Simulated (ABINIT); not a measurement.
# Ge (Fd-3m) in ABINIT: settings compared

Aim: see how the results for Ge move with the level of theory and the settings. Levels: LDA-Teter, BLYP. Tasks: band structure.

All numbers are computed with ABINIT 10.8.3 (patched build); they aren't measurements. Logs are shortened: lines on timing, memory, paths and dates and some standing lists are left out, and cuts for length are marked. The log counts tension as positive stress, the text compression.

**Measured values to compare with.**

“Electronic and optical properties of SixGe1-x-ySny alloys lattice-matched to Ge”, 2021, arxiv:2109.02782 reports, for a bulk crystal of Ge at 293 K: band gap 0.666 eV (indirect).

How close the calculation comes is told below.

## (1) The crystal as given

It takes space group Fd-3m (No. 227, cubic). The conventional cell has a = 5.658 Å, b = 5.658 Å, c = 5.658 Å, α = 90.00°, β = 90.00°, γ = 90.00°. Around Ge (site symmetry -43m) lie 4 Ge at 2.45 Å.

## (2) Band structure, LDA-Teter

run.abi

```
# Datasets: ground state, then fixed potential
ndtset 2

# Pseudopotentials
pp_dirpath "./"
pseudos "Ge.LDA_PW-JTH.xml"

# Structure
acell 3*1.0
rprim
     0.0000000000     5.3458651312     5.3458651312
     5.3458651312     0.0000000000     5.3458651312
     5.3458651312     5.3458651312     0.0000000000
ntypat 1
znucl 32
natom 2
typat 1 1
xred
     0.7500000000     0.7500000000     0.7500000000
     0.5000000000     0.5000000000     0.5000000000

# Plane-wave basis
ecut 20.0
pawecutdg 40.0

# Exchange and correlation
ixc 1

# Bands and occupations
occopt 3
tsmear 0.00183747

# SCF cycle
nstep 100

# Output
iomode 3
prtwf 0
prteig 0
prtebands 0
enunit 1
prtden1 1

# Dataset 1
kptopt1 1
ngkpt1 8 8 8
nshiftk1 1
shiftk1 0.0 0.0 0.0
nband1 18
tolvrs1 1.0e-9

# Dataset 2: bands along G-X-W-K-G-L-U-W-L-K
iscf2 -2
getden2 1
nband2 22
nbdbuf2 2
tolwfr2 1.0e-12
kptopt2 -9
ndivsm2 5
prteig2 1
kptbounds2
     0.0000000000     0.0000000000     0.0000000000
     0.5000000000     0.0000000000     0.5000000000
     0.5000000000     0.2500000000     0.7500000000
     0.3750000000     0.3750000000     0.7500000000
     0.0000000000     0.0000000000     0.0000000000
     0.5000000000     0.5000000000     0.5000000000
     0.6250000000     0.2500000000     0.6250000000
     0.5000000000     0.2500000000     0.7500000000
     0.5000000000     0.5000000000     0.5000000000
     0.3750000000     0.3750000000     0.7500000000
```

Potentials or basis: JTH PAW LDA v2.0.

On the command line:

```bash
> abinit run.abi > log 2>&1
```

run.abo:

```text
.Version 10.8.3 of ABINIT
 DATASET    1 : space group Fd -3 m (#227); Bravais cF (face-center cubic)
================================================================================
 Values of the parameters that define the memory need for DATASET  1.
     intxc =       0    ionmov =       0      iscf =      17    lmnmax =      18
     lnmax =       6     mgfft =      32  mpssoang =       3    mqgrid =    3001
     natom =       2  nloc_mem =       2    nspden =       1   nspinor =       1
    nsppol =       1      nsym =      48    n1xccc =       1    ntypat =       1
    occopt =       3   xclevel =       1
       mpw =        1323          nfft =       32768          nkpt =          29
 PAW method is used; the additional fine FFT grid is defined by:
   mgfftf=        45    nfftf =     91125
================================================================================
================================================================================

 DATASET    2 : space group Fd -3 m (#227); Bravais cF (face-center cubic)
================================================================================
 Values of the parameters that define the memory need for DATASET  2.
     intxc =       0    ionmov =       0      iscf =      -2    lmnmax =      18
     lnmax =       6     mgfft =      32  mpssoang =       3    mqgrid =    3001
     natom =       2  nloc_mem =       2    nspden =       1   nspinor =       1
    nsppol =       1      nsym =      48    n1xccc =       1    ntypat =       1
    occopt =       3   xclevel =       1
       mpw =        1326          nfft =       32768          nkpt =          87
 PAW method is used; the additional fine FFT grid is defined by:
   mgfftf=        45    nfftf =     91125
================================================================================
================================================================================

--------------------------------------------------------------------------------
------------- Echo of variables that govern the present computation ------------
--------------------------------------------------------------------------------
 -outvars: echo values of preprocessed input variables --------
            acell      1.0000000000E+00  1.0000000000E+00  1.0000000000E+00 Bohr
              amu      7.26100000E+01
             ecut      2.00000000E+01 Hartree
           enunit           1
           getden1          0
           getden2          1
             iscf1         17
             iscf2         -2
                       outvar_i_n : Printing only first  50 k-points.
           jdtset        1    2
                       outvar_i_n : Printing only first  50 k-points.
           kptopt1          1
           kptopt2         -9
         kptrlatt        8    0    0      0    8    0      0    0    8
          kptrlen1     6.04815598E+01
          kptrlen2     3.00000000E+01
            natom           2
            nband1         18
            nband2         22
           nbdbuf1          0
           nbdbuf2          2
           ndtset           2
           ndivsm1          0
           ndivsm2          5
            ngfft          32      32      32
          ngfftdg          45      45      45
             nkpt1         29
             nkpt2         87
            nstep         100
             nsym          48
           ntypat           1
           occopt           3
        pawecutdg      4.00000000E+01 Hartree
        prtebands           0
           prteig1          0
           prteig2          1
            prtwf           0
            rprim      0.0000000000E+00  5.3458651312E+00  5.3458651312E+00
                       5.3458651312E+00  0.0000000000E+00  5.3458651312E+00
                       5.3458651312E+00  5.3458651312E+00  0.0000000000E+00
           shiftk1     0.00000000E+00  0.00000000E+00  0.00000000E+00
           shiftk2     5.00000000E-01  5.00000000E-01  5.00000000E-01
          spgroup         227
           tolvrs1     1.00000000E-09
           tolvrs2     0.00000000E+00
           tolwfr1     0.00000000E+00
           tolwfr2     1.00000000E-12
           tsmear      1.83747000E-03 Hartree
            typat      1  1
[... 244 lines left out ...]
  4.70E-13  4.72E-13  8.08E-13  8.59E-13  9.87E-13  7.26E-13  4.37E-13  5.80E-13
  9.64E-13  2.35E-13  7.52E-13  2.39E-13  7.01E-13  8.04E-13  7.53E-13  1.79E-13
  2.61E-13  2.17E-13  1.94E-13  2.52E-13  3.30E-11  1.25E-13
 -6.6552E-01 -6.6552E-01 -6.6552E-01 -6.6412E-01 -6.6412E-01 -6.5636E-01
 -6.5636E-01 -6.5636E-01 -6.5588E-01 -6.5588E-01 -2.2141E-01  2.4250E-01
  2.5027E-01  2.5027E-01  2.5027E-01  3.4327E-01  3.4327E-01  3.4327E-01
  4.7723E-01  6.0185E-01  6.0185E-01  6.4343E-01
 Non-SCF case, kpt    2 (  0.03571  0.00000  0.03571), residuals and eigenvalues=
  8.25E-13  9.80E-13  2.37E-13  2.23E-13  5.82E-13  9.23E-13  3.15E-13  4.74E-13
  5.89E-13  7.28E-13  8.42E-13  1.09E-13  6.65E-13  1.76E-13  7.13E-13  7.65E-13
[... 671 lines left out ...]
  8.95E-13  6.64E-13  3.97E-13  3.91E-13  4.77E-13  9.57E-13  7.01E-13  5.58E-13
  2.08E-13  1.86E-13  1.60E-13  4.15E-13  1.83E-06  4.42E-06
 -6.6740E-01 -6.6679E-01 -6.6352E-01 -6.6090E-01 -6.6057E-01 -6.6023E-01
 -6.5946E-01 -6.5782E-01 -6.5435E-01 -6.5380E-01 -1.0295E-01 -5.0117E-02
  8.8527E-02  1.5718E-01  2.9345E-01  4.1853E-01  4.9134E-01  5.0472E-01
  5.4347E-01  6.0417E-01  7.3745E-01  7.6840E-01
 Non-SCF case, kpt   87 (  0.37500  0.37500  0.75000), residuals and eigenvalues=
  2.22E-13  3.09E-13  8.15E-13  3.17E-13  4.37E-13  5.60E-13  9.68E-13  9.01E-13
  3.16E-13  4.69E-13  3.59E-13  1.01E-13  7.79E-13  6.48E-13  2.33E-13  8.59E-13
  1.97E-13  2.65E-13  2.57E-13  1.33E-13  4.76E-06  1.01E-04
 -6.6737E-01 -6.6679E-01 -6.6349E-01 -6.6132E-01 -6.6033E-01 -6.5985E-01
 -6.5965E-01 -6.5785E-01 -6.5434E-01 -6.5380E-01 -9.6096E-02 -5.7132E-02
  8.9954E-02  1.5312E-01  2.8973E-01  3.9763E-01  5.1058E-01  5.1938E-01
  5.4758E-01  6.1161E-01  7.4151E-01  7.8658E-01

--- !ResultsGS
iteration_state: {dtset: 2, }
comment   : Summary of ground state results
lattice_vectors:
- [  0.0000000,   5.3458651,   5.3458651, ]
- [  5.3458651,   0.0000000,   5.3458651, ]
- [  5.3458651,   5.3458651,   0.0000000, ]
lattice_lengths: [   7.56019,    7.56019,    7.56019, ]
lattice_angles: [ 60.000,  60.000,  60.000, ] # degrees, (23, 13, 12)
lattice_volume:   3.0555120E+02
convergence: {deltae:  0.000E+00, res2:  0.000E+00, residm:  9.997E-13, diffor:  0.000E+00, }
etotal    :  -1.91659724E+02
entropy   :   0.00000000E+00
fermie    :   2.49185139E-01
cartesian_stress_tensor: null
pressure_GPa: null
xred      :
- [  7.5000E-01,   7.5000E-01,   7.5000E-01, Ge]
- [  5.0000E-01,   5.0000E-01,   5.0000E-01, Ge]
cartesian_forces: null
force_length_stats: {min: null, max: null, mean: null, }
...

 Integrated electronic density in atomic spheres:
 ------------------------------------------------
 Atom  Sphere_radius  Integrated_density
    1        2.30477         12.40739164
    2        2.30477         12.39881617

================================================================================

 ----iterations are completed or convergence reached----

 Mean square residual over all n,k,spin=   47.632E-14; max=  99.966E-14
 reduced coordinates (array xred) for    2 atoms
       0.750000000000      0.750000000000      0.750000000000
       0.500000000000      0.500000000000      0.500000000000

 cartesian coordinates (angstrom) at end:
    1      4.24336499710928     4.24336499710928     4.24336499710928
    2      2.82890999807285     2.82890999807285     2.82890999807285
 length scales=  1.000000000000  1.000000000000  1.000000000000 bohr
              =  0.529177210544  0.529177210544  0.529177210544 angstroms
 Eigenvalues (   eV  ) for nkpt=  87  k points:
 kpt#   1, nband= 22, wtk=  1.00000, kpt=  0.0000  0.0000  0.0000 (reduced coord)
 -18.10963  -18.10963  -18.10963  -18.07172  -18.07172  -17.86039  -17.86039  -17.86039
 -17.84734  -17.84734   -6.02501    6.59882    6.81015    6.81015    6.81015    9.34077
   9.34077    9.34077   12.98618   16.37725   16.37725   17.50865
 kpt#   2, nband= 22, wtk=  1.00000, kpt=  0.0357  0.0000  0.0357 (reduced coord)
 -18.11070  -18.11005  -18.11005  -18.07129  -18.06956  -17.86629  -17.86028  -17.86028
 -17.84800  -17.84358   -6.00419    6.01352    6.70673    6.70673    7.38802    9.26565
   9.46964    9.46964   13.10789   15.94050   16.39794   17.55328
 kpt#   3, nband= 22, wtk=  1.00000, kpt=  0.0714  0.0000  0.0714 (reduced coord)
 -18.11292  -18.11143  -18.11143  -18.06894  -18.06311  -17.87623  -17.85788  -17.85788
 -17.84985  -17.83820   -5.94179    5.33460    6.44600    6.44600    8.03855    9.06865
   9.80774    9.80774   13.44567   15.20580   16.46286   17.68197
 kpt#   4, nband= 22, wtk=  1.00000, kpt=  0.1071  0.0000  0.1071 (reduced coord)
 -18.11548  -18.11389  -18.11389  -18.06530  -18.05396  -17.88859  -17.85432  -17.85432
 -17.85318  -17.83425   -5.83796    4.65662    6.10991    6.10991    8.64564    8.80308
  10.27157   10.27157   13.94404   14.49514   16.57045   17.90015
 kpt#   5, nband= 22, wtk=  1.00000, kpt=  0.1429  0.0000  0.1429 (reduced coord)
[... 317 lines left out ...]
 -17.80838  -17.79422   -3.26343   -0.98989    2.70779    4.57880    8.24944   11.69655
  12.65112   12.83509   15.14619   16.54668   18.46006   20.31190
 kpt#  85, nband= 22, wtk=  1.00000, kpt=  0.4028  0.4028  0.6944 (reduced coord)
 -18.16013  -18.14357  -18.05752  -17.98413  -17.98152  -17.96679  -17.93660  -17.89832
 -17.80674  -17.79184   -3.03647   -1.15175    2.49088    4.41633    8.11326   11.90699
  12.72661   13.21405   14.93437   16.43110   19.35194   20.58197
 kpt#  86, nband= 22, wtk=  1.00000, kpt=  0.3889  0.3889  0.7222 (reduced coord)
 -18.16075  -18.14421  -18.05531  -17.98411  -17.97498  -17.96582  -17.94478  -17.90015
 -17.80584  -17.79074   -2.80134   -1.36375    2.40895    4.27713    7.98528   11.38881
  13.37003   13.73402   14.78867   16.44025   20.06697   20.90926
 kpt#  87, nband= 22, wtk=  1.00000, kpt=  0.3750  0.3750  0.7500 (reduced coord)
 -18.16020  -18.14430  -18.05451  -17.99540  -17.96862  -17.95556  -17.94999  -17.90096
 -17.80549  -17.79087   -2.61491   -1.55464    2.44776    4.16651    7.88388   10.81993
  13.89350   14.13315   14.90050   16.64271   20.17743   21.40382

== END DATASET(S) ==============================================================
================================================================================

 -outvars: echo values of variables after computation  --------
            acell      1.0000000000E+00  1.0000000000E+00  1.0000000000E+00 Bohr
           etotal1    -1.9165972382E+02
            fcart1    -1.7215879940E-31  1.7215879940E-31 -1.7215879940E-31
                       1.7215879940E-31 -1.7215879940E-31  1.7215879940E-31
            rprim      0.0000000000E+00  5.3458651312E+00  5.3458651312E+00
                       5.3458651312E+00  0.0000000000E+00  5.3458651312E+00
                       5.3458651312E+00  5.3458651312E+00  0.0000000000E+00
           strten1     6.3194399828E-05  6.3194399828E-05  6.3194399828E-05
                       0.0000000000E+00  0.0000000000E+00  0.0000000000E+00
           xangst      4.2433649971E+00  4.2433649971E+00  4.2433649971E+00
                       2.8289099981E+00  2.8289099981E+00  2.8289099981E+00
             xred      7.5000000000E-01  7.5000000000E-01  7.5000000000E-01
                       5.0000000000E-01  5.0000000000E-01  5.0000000000E-01
 Calculation completed.
```

Run time: 80 s. Hardware: 1 thread of Arm Neoverse V1, shared host; peak memory 0.12 GiB.

What came out:

| Item | Value |
| --- | --- |
| Free energy | -5215.3268 eV |
| Band gap on the k mesh | none (metal or under the smearing width) |
| Valence electrons inside the program's atomic spheres | Ge 12.41, 12.40 (radii [1.2196] Å) |

Levels at the corners of the path, in eV from the Fermi level:
| point | band 12 | band 13 | band 14 | band 15 | band 16 | band 17 |
| --- | --- | --- | --- | --- | --- | --- |
| Γ | -0.18 | 0.03 | 0.03 | 0.03 | 2.56 | 2.56 |
| X | -8.93 | -3.06 | -3.06 | 0.70 | 0.70 | 9.42 |
| W | -8.83 | -3.90 | -3.90 | 4.26 | 4.26 | 4.69 |
| K | -8.34 | -4.33 | -2.61 | 1.10 | 4.04 | 7.11 |
| Γ | -0.18 | 0.03 | 0.03 | 0.03 | 2.56 | 2.56 |
| L | -7.63 | -1.38 | -1.38 | 0.07 | 3.76 | 3.76 |
| U | -8.34 | -4.33 | -2.61 | 1.10 | 4.04 | 7.11 |
| W | -8.83 | -3.90 | -3.90 | 4.26 | 4.26 | 4.69 |
| L | -7.63 | -1.38 | -1.38 | 0.07 | 3.76 | 3.76 |
| K | -8.34 | -4.33 | -2.61 | 1.10 | 4.04 | 7.11 |

Caveat: the cutoff is too short for stress, so the log's stress isn't used; this crystal is a semiconductor, whose small gap the functional closes, so the metal is an error of the method.

## (3) Band structure, BLYP

run.abi

```
ndtset 2

pp_dirpath "./"
pseudos "Ge.GGA_PBE-JTH.xml"

acell 4.0006828887 4.0006828887 4.0006828887 Angstrom
rprim
     0.0000000000     0.7071067812     0.7071067812
     0.7071067812     0.0000000000     0.7071067812
     0.7071067812     0.7071067812     0.0000000000
ntypat 1
znucl 32
natom 2
typat 1 1
xred
     0.7500000000     0.7500000000     0.7500000000
     0.5000000000     0.5000000000     0.5000000000

ecut 20.0
pawecutdg 40.0

ixc -106131

occopt 3
tsmear 0.05 eV

nstep 100

iomode 3
prtwf 0
prteig 0
prtebands 0
enunit 2
prtden1 1

kptopt1 1
ngkpt1 8 8 8
nshiftk1 1
shiftk1 0.0 0.0 0.0
nband1 18
tolvrs1 1.0e-9

iscf2 -2
getden2 1
nband2 22
nbdbuf2 2
tolwfr2 1.0e-12
kptopt2 -9
ndivsm2 5
prteig2 1
prtvol2 -3
kptbounds2
     0.0000000000     0.0000000000     0.0000000000
     0.5000000000     0.0000000000     0.5000000000
     0.5000000000     0.2500000000     0.7500000000
     0.3750000000     0.3750000000     0.7500000000
     0.0000000000     0.0000000000     0.0000000000
     0.5000000000     0.5000000000     0.5000000000
     0.6250000000     0.2500000000     0.6250000000
     0.5000000000     0.2500000000     0.7500000000
     0.5000000000     0.5000000000     0.5000000000
     0.3750000000     0.3750000000     0.7500000000
```

Potentials or basis: JTH PAW PBE v2.0.

On the command line:

```bash
> abinit run.abi > log 2>&1
```

Run time: 85 s. Hardware: 1 thread of Arm Neoverse V1, shared host; peak memory 0.14 GiB.

Results (log left out):

```
Free energy                                           : -5199.3742 eV
Band gap on the k mesh                                : none (metal or under the smearing width)
Valence electrons inside the program's atomic spheres : Ge 12.43, 12.42 (radii [1.2196] Å)
```

Levels at the corners of the path, in eV from the Fermi level:
```csv
point,band 12,band 13,band 14,band 15,band 16,band 17
Γ,-0.25,-0.01,-0.01,-0.01,2.57,2.57
X,-8.97,-3.06,-3.06,0.88,0.88,9.39
W,-8.88,-3.85,-3.85,4.28,4.28,4.87
K,-8.38,-4.27,-2.62,1.26,4.14,7.17
Γ,-0.25,-0.01,-0.01,-0.01,2.57,2.57
L,-7.62,-1.42,-1.42,0.13,3.82,3.82
U,-8.38,-4.27,-2.62,1.26,4.14,7.17
W,-8.88,-3.85,-3.85,4.28,4.28,4.87
L,-7.62,-1.42,-1.42,0.13,3.82,3.82
K,-8.38,-4.27,-2.62,1.26,4.14,7.17
```

Caveat: the cutoff is too short for stress, so the log's stress isn't used; the PAW data sets were made with another functional, which shifts forces and pressure a little; this crystal is a semiconductor, whose small gap the functional closes, so the metal is an error of the method.

## (4) Against experiment

Step 2. A measured gap of Ge is 0.666 eV (indirect; 293 K; “Electronic and optical properties of SixGe1-x-ySny alloys lattice-matched to Ge”, 2021, arxiv:2109.02782); the calculated 0.00 eV misses it by -0.67 eV. 3 values of this kind are on record (0.666 to 0.807 eV); this one was drawn at random among those near their median. Spin-orbit coupling on Ge is left out. The value is that of LDA-Teter on a finite k mesh, which can miss the band edges, without temperature or zero-point motion. Semilocal functionals fall short of measured gaps as a rule.

Step 3. A measured gap of Ge is 0.666 eV (indirect; 293 K; “Electronic and optical properties of SixGe1-x-ySny alloys lattice-matched to Ge”, 2021, arxiv:2109.02782); the calculated 0.00 eV misses it by -0.67 eV. 3 values of this kind are on record (0.666 to 0.807 eV); this one was drawn at random among those near their median. Spin-orbit coupling on Ge is left out. The value is that of BLYP on a finite k mesh, which can miss the band edges, without temperature or zero-point motion. Semilocal functionals fall short of measured gaps as a rule.
